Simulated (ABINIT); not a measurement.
Crystal: CaSe.

```
Se Ca
1.0
     0.00000    2.95600    2.95600
     2.95600    0.00000    2.95600
     2.95600    2.95600    0.00000
Se Ca
1 1
Cartesian
  2.9560 2.9560 2.9560
  0.0000 0.0000 0.0000
```

Base run:

```yaml
Program: ABINIT 10.8.3 (patched build)
Functional: PBEsol
Potentials_or_basis: PseudoDojo NC SR PBEsol v0.4.1 standard
Cutoff: 1170 eV
k_mesh: 8 × 8 × 8
Occupations: fermi-dirac, width 0.05 eV
Spin: no spin polarisation
```

Its results: band gap on the k mesh 1.94 eV, indirect (least direct gap 2.88 eV); pressure -1.1 GPa.

**Question.** The run is repeated on the same cell with these changes: functional from PBEsol to r2SCAN; potentials or basis from PseudoDojo NC SR PBEsol v0.4.1 standard to JTH PAW PBE v2.0; cutoff from 1170 eV to 626 eV; valence electrons from 26 to 16. What comes out?

**Answer.** Band gap on the k mesh 2.48 eV, indirect (least direct gap 3.43 eV); pressure 0.5 GPa.

Caveats: the PAW data sets were made with another functional, which shifts forces and pressure a little (some runs).
